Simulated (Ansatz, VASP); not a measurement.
## One calculation of P, two programs

```
P
1.0
     4.27290    0.00000    0.00000
     0.00000    4.27290    0.00000
     0.00000    0.00000    4.37800
P
1
Direct
  0.00000 0.00000 0.00000
```

This isn't the form of P at room conditions, which is orthorhombic.

Alike in both runs: task single point; functional PBE; dispersion D3(BJ); k mesh 4 × 4 × 4; occupations gaussian, width 0.1 eV; no spin polarisation.

|  | VASP | Ansatz |
| --- | --- | --- |
| version | VASP 6.6.1 | Ansatz 0.2.0 |
| potentials or method | VASP PAW PBE potentials, release 64 (P) | scalar-relativistic, plane waves, PAW |
| plane-wave cutoff (eV) | 520 | 420 |
| valence electrons in the cell | 5 | 5 |

```csv
,VASP,Ansatz,Ansatz less VASP
gap on the k mesh at the Fermi level (eV),none,none,-
pressure (GPa),-3.5,-3.5,+0.01
largest component of the traceless stress (GPa),0.24,0.24,0.000
```

A gap of «none» marks a metal or a gap that the smearing closes.

Caveats: the k mesh is coarse (spacing up to 0.37 Å⁻¹), so the values aren't converged; pairwise dispersion overbinds metals, which lowers pressure and volume.
